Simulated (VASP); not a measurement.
A run of VASP 6.6.1 is set up as follows.

INCAR

```
SYSTEM = Se
PREC     = Accurate       ! precision mode
ENCUT    = 600            ! plane-wave cutoff, eV
EDIFF    = 1E-6           ! SCF threshold, eV
ISMEAR   = 1              ! smearing method
SIGMA    = 0.1            ! smearing width, eV
LREAL    = .False.        ! projectors in reciprocal space
LASPH    = .True.         ! aspherical terms in the spheres
NELM     = 80             ! most SCF steps
ALGO     = Normal         ! electronic algorithm
ISIF     = 3              ! what is computed and relaxed
LWAVE    = .False.        ! write WAVECAR
LCHARG   = .False.        ! write CHGCAR
METAGGA  = R2SCAN         ! meta-GGA
LMIXTAU  = .True.       
IBRION   = 2              ! ionic algorithm
NSW      = 90             ! ionic steps
EDIFFG   = -0.01          ! ionic threshold
PSTRESS  = 940.0
```

Contents of KPOINTS:

```
Automatic mesh
0
Gamma
  17 17 17
  0 0 0
```

POSCAR

```
Se
1.0
    1.9250000000      1.1113992682      0.8816666667
   -1.9250000000      1.1113992682      0.8816666667
    0.0000000000     -2.2227985364      0.8816666667
Se
1
Direct
    0.0000000000      0.0000000000      0.0000000000
```

Potentials or basis: VASP PAW PBE potentials, release 64 (Se).

Launch:

```bash
$ cat potpaw_PBE.64/Se/POTCAR > POTCAR
$ mpirun -np 1 vasp_std > vasp.out
```

Estimate the relaxed volume.

13.11 Å³/atom.

What does it give for the band gap on the k mesh?

None (metal or under the smearing width).

Final structure:
```
Se
1.0
     1.94417    1.12247    1.00129
    -1.94417    1.12247    1.00129
     0.00000   -2.24493    1.00129
Se
1
Direct
  0.00000 0.00000 0.00000
```

Caveat: the cell is relaxed towards a set pressure, so the enthalpy falls and the energy may rise; the volume moved by over 15 % at a fixed basis, so the end points are rough; the PAW data sets were made with another functional, which shifts forces and pressure a little. Zero-point motion and thermal expansion aren't in these numbers.
